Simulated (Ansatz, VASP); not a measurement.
# One calculation of SnSe, two programs

INCAR

```
SYSTEM = SnSe
  PREC = Accurate
  ENCUT = 520
  EDIFF = 1E-6
  ISMEAR = 0
  SIGMA = 0.02
  LREAL = .False.
  LASPH = .True.
  NELM = 80
  ALGO = Normal
  ISIF = 2
  LWAVE = .False.
  LCHARG = .False.
  GGA = PE
  IVDW = 12
  NBANDS = 17
```

Contents of KPOINTS:

```
regular mesh
0
Gamma
  10 10 10
  0 0 0
```

Contents of POSCAR:

```
SnSe
1.0
    0.0000000000      3.0183625324      3.0183625324
    3.0183625324      0.0000000000      3.0183625324
    3.0183625324      3.0183625324      0.0000000000
Sn Se
1 1
Direct
    0.0000000000      0.0000000000      0.0000000000
    0.5000000000      0.5000000000      0.5000000000
```

Input for Ansatz:

```yaml
crystal:
  lattice:
    - [0.0, 3.0183625324, 3.0183625324]
    - [3.0183625324, 0.0, 3.0183625324]
    - [3.0183625324, 3.0183625324, 0.0]
  atoms:
    - { symbol: Sn, position: [0.0, 0.0, 0.0] }
    - { symbol: Se, position: [0.5, 0.5, 0.5] }
basis:
  ecutwfc: 420
kpoints:
  mp_grid: { grid: [10, 10, 10] }
hamiltonian:
  xc: pbe
  dispersion: d3bj
scf:
  occupations: { method: gaussian, width: 0.02 }
output:
  forces: true
  stress: true
  eigenvalues: true
```

Alike in both runs: task single point; functional PBE; dispersion D3(BJ); k mesh 10 × 10 × 10; occupations gaussian, width 0.02 eV; no spin polarisation.

|  | VASP | Ansatz |
| --- | --- | --- |
| version | VASP 6.6.1 | Ansatz 0.2.0 |
| potentials or method | VASP PAW PBE potentials, release 64 (Sn_d, Se) | scalar-relativistic, plane waves, PAW |
| plane-wave cutoff (eV) | 520 | 420 |
| valence electrons in the cell | 20 | 30 |

|  | VASP | Ansatz | Ansatz less VASP |
| --- | --- | --- | --- |
| gap on the k mesh at the Fermi level (eV) | 0.50 | 0.50 | 0.000 |
| least direct gap on the mesh (eV) | 0.55 | 0.55 | -0.001 |
| pressure (GPa) | -1.5 | -1.5 | +0.02 |

The two sets of potentials don't hold the same shells in valence.

Caveats: spin-orbit coupling is left out, which moves the levels of the heavy elements.
